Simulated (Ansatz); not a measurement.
## Mn (hcp): energy against volume

Level of theory: DFT, revPBE, plane waves (420 eV) with PAW, scalar-relativistic (Ansatz). The PAW files were generated under PBE, with cores re-solved for the functional.

The cell is scaled uniformly from the relaxed one, with fractional coordinates and shape fixed. Energies are extrapolated to zero smearing, pressures are those at the given smearing. Magnetic state: spin not included.

A Birch-Murnaghan fit gives V₀ = 10.86 Å³/atom, B₀ = 269 GPa, B₀′ = 4.4.

What are the energy above the minimum and the pressure at 10.007 Å³/atom?

65.0 meV/atom and 26.80 GPa as computed.

What are the energy above the minimum and the pressure at 11.312 Å³/atom?

14.8 meV/atom and -9.57 GPa as computed.

What are the energy above the minimum and the pressure at 12.182 Å³/atom?

110.3 meV/atom and -23.46 GPa as computed.
